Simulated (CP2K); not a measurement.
**Input and output of a self-consistent single point for BeO (P6_3mc, 4 atoms in the cell) (CP2K)**

Level of theory: PBE, GPW, DZVP-MOLOPT-SR-GTH basis, GTH-PBE potentials (GTH_POTENTIALS) (CP2K 2026.2).

Input:

```
&GLOBAL
  PROJECT scf
  RUN_TYPE ENERGY_FORCE
  PRINT_LEVEL LOW
&END GLOBAL
&FORCE_EVAL
  METHOD Quickstep
  STRESS_TENSOR ANALYTICAL
  &DFT
    BASIS_SET_FILE_NAME BASIS_MOLOPT
    POTENTIAL_FILE_NAME GTH_POTENTIALS
    &QS
      METHOD GPW
      EPS_DEFAULT 1E-11
    &END QS
    &MGRID
      CUTOFF 600
      REL_CUTOFF 60
      NGRIDS 5
    &END MGRID
    &SCF
      SCF_GUESS ATOMIC
      EPS_SCF 1E-6
      MAX_SCF 100
      ADDED_MOS 5
      &DIAGONALIZATION
        ALGORITHM STANDARD
      &END DIAGONALIZATION
      &MIXING
        METHOD BROYDEN_MIXING
        ALPHA 0.2
        NBUFFER 8
      &END MIXING
      &SMEAR ON
        METHOD GAUSSIAN
        SIGMA [eV] 0.05
      &END SMEAR
    &END SCF
    &KPOINTS
      SCHEME MONKHORST-PACK 10 10 6
      GAMMA_CENTERED T
    &END KPOINTS
    &XC
      &XC_FUNCTIONAL PBE
      &END XC_FUNCTIONAL
    &END XC
    &PRINT
      &MO
        EIGENVALUES T
        OCCUPATION_NUMBERS T
        NDIGITS 8
        FILENAME mo
        &EACH
          QS_SCF 0
        &END EACH
        ADD_LAST NUMERIC
      &END MO
      &MULLIKEN OFF
      &END MULLIKEN
    &END PRINT
  &END DFT
  &SUBSYS
    &CELL
      A 2.74870400 0.00000000 0.00000000
      B -1.37435200 2.38044800 0.00000000
      C 0.00000000 0.00000000 4.46441600
      PERIODIC XYZ
    &END CELL
    &COORD
      SCALED
      Be       0.33333300     0.66666700     0.00016000
      Be       0.66666700     0.33333300     0.50016000
      O        0.33333300     0.66666700     0.37734000
      O        0.66666700     0.33333300     0.87734000
    &END COORD
    &KIND Be
      BASIS_SET DZVP-MOLOPT-SR-GTH
      POTENTIAL GTH-PBE-q4
    &END KIND
    &KIND O
      BASIS_SET DZVP-MOLOPT-SR-GTH
      POTENTIAL GTH-PBE-q6
    &END KIND
  &END SUBSYS
  &PRINT
    &FORCES ON
    &END FORCES
    &STRESS_TENSOR ON
    &END STRESS_TENSOR
  &END PRINT
&END FORCE_EVAL
```

Output (repeated stretches shortened):

```
 GLOBAL| Method name                                                        CP2K
 GLOBAL| Project name                                                        scf
 GLOBAL| Run type                                                   ENERGY_FORCE

 TOTAL NUMBERS AND MAXIMUM NUMBERS

  Total number of            - Atomic kinds:                                   2
                             - Atoms:                                          4
                             - Shell sets:                                     4
                             - Shells:                                        18
                             - Primitive Cartesian functions:                 22
                             - Cartesian basis functions:                     40
                             - Spherical basis functions:                     38

  Maximum angular momentum of- Orbital basis functions:                        2
                             - Local part of the GTH pseudopotential:          6
                             - Non-local part of the GTH pseudopotential:      0

 SCF PARAMETERS         Density guess:                                    ATOMIC
                        max_scf:                                             100
                        max_diis:                                              4
                        eps_scf:                                        1.00E-06
                        eps_diis:                                       1.00E-01
                        eps_eigval:                                     1.00E-05
                        level_shift [a.u.]:                             0.000000
                        added MOs                                         5    0
                        Mixing method:                            BROYDEN_MIXING
                                                charge density mixing in g-space
                        Smear method:                                   GAUSSIAN
                        Smearing width (sigma) [a.u.]:                  1.84E-03
                        Accuracy threshold:                             1.00E-10
                        No outer SCF

 Extrapolation method: initial_guess

 Number of electrons:                                                         20
 Number of occupied orbitals:                                                 10
 Number of molecular orbitals:                                                15

 Number of orbital functions:                                                 38
 Number of independent orbital functions:                                     38

 SCF WAVEFUNCTION OPTIMIZATION

  Step     Update method      Time    Convergence         Total energy    Change
     1 NoMix/Diag. 0.20E+00      -     1.66161711       -62.1169146734 -6.21E+01
     2 Broy./Diag. 0.20E+00      -     0.11599775       -58.5001453613  3.62E+00
     3 Broy./Diag. 0.20E+00      -     0.12531039       -60.5069093682 -2.01E+00
     4 Broy./Diag. 0.20E+00      -     0.00520598       -61.7280654015 -1.22E+00
     5 Broy./Diag. 0.20E+00      -     0.00353366       -61.6090204917  1.19E-01
     6 Broy./Diag. 0.20E+00      -     0.00049490       -61.6484915192 -3.95E-02
     7 Broy./Diag. 0.20E+00      -     0.00050400       -61.6562316949 -7.74E-03
     8 Broy./Diag. 0.20E+00      -     0.00001847       -61.6561026675  1.29E-04
     9 Broy./Diag. 0.20E+00      -     0.00001350       -61.6560621160  4.06E-05
    10 Broy./Diag. 0.20E+00      -     0.00000097       -61.6560733910 -1.13E-05

  *** SCF run converged in    10 steps ***

  Electronic density on regular grids:        -19.9999999998        0.0000000002
  Core density on regular grids:               19.9999999999       -0.0000000001
  Total charge density on r-space grids:        0.0000000002
  Total charge density g-space grids:           0.0000000002

  Overlap energy of the core charge distribution:               0.00000000000036
  Self energy of the core charge distribution:               -110.82790134804112
  Core Hamiltonian energy:                                     24.94760471047037
  Hartree energy:                                              37.09763923366089
  Exchange-correlation energy:                                -12.87341598712983
  Smearing free energy correction:                              0.00000000000000
  Fermi energy:                                                 0.30697731692045

  Total energy:                                               -61.65607339103934
  Total energy (extrapolated to sigma->0):                    -61.65607339103934

 ENERGY| Total FORCE_EVAL ( QS ) energy [hartree]            -61.656070910586926

 FORCES| Atomic forces [hartree/bohr]
 FORCES|   Atom     x               y               z               |f|
 FORCES|      1 -2.15745800E-06  1.25397706E-06 -2.31410482E-04   2.31423936E-04
 FORCES|      2  2.15745800E-06 -1.25397706E-06 -2.31410482E-04   2.31423936E-04
 FORCES|      3 -2.84239284E-06  1.65772657E-06 -5.48699435E-04   5.48709302E-04
 FORCES|      4  2.84239286E-06 -1.65772658E-06 -5.48699430E-04   5.48709296E-04
 FORCES| Sum     1.85014467E-14 -2.19639633E-14 -1.56021983E-03
 FORCES| Total atomic force                                       1.56021983E-03

 STRESS| Analytical stress tensor [bar]
 STRESS|                        x                   y                   z
 STRESS|      x       -6.45360519381E+04  -9.85755366026E+01  -2.75573992926E-08
 STRESS|      y       -9.85755366026E+01  -6.46505866521E+04   1.23193962722E-08
 STRESS|      z       -2.75573992926E-08   1.23193962722E-08  -5.89703467291E+04
 STRESS| 1/3 Trace                                            -6.27189951065E+04
```

The run converged in 10 iterations.

The starting cell comes from a database of computed structures (which also holds hypothetical and non-ambient phases and stackings), without a prior relaxation at this level. Its lattice was rescaled by a random factor within 2.5 % of one. Values carry the incompleteness of an atom-centred basis. With a pressure of about -6 GPa the cell is away from its equilibrium volume at this level.

Cost on one core of a shared machine: roughly 2 min.
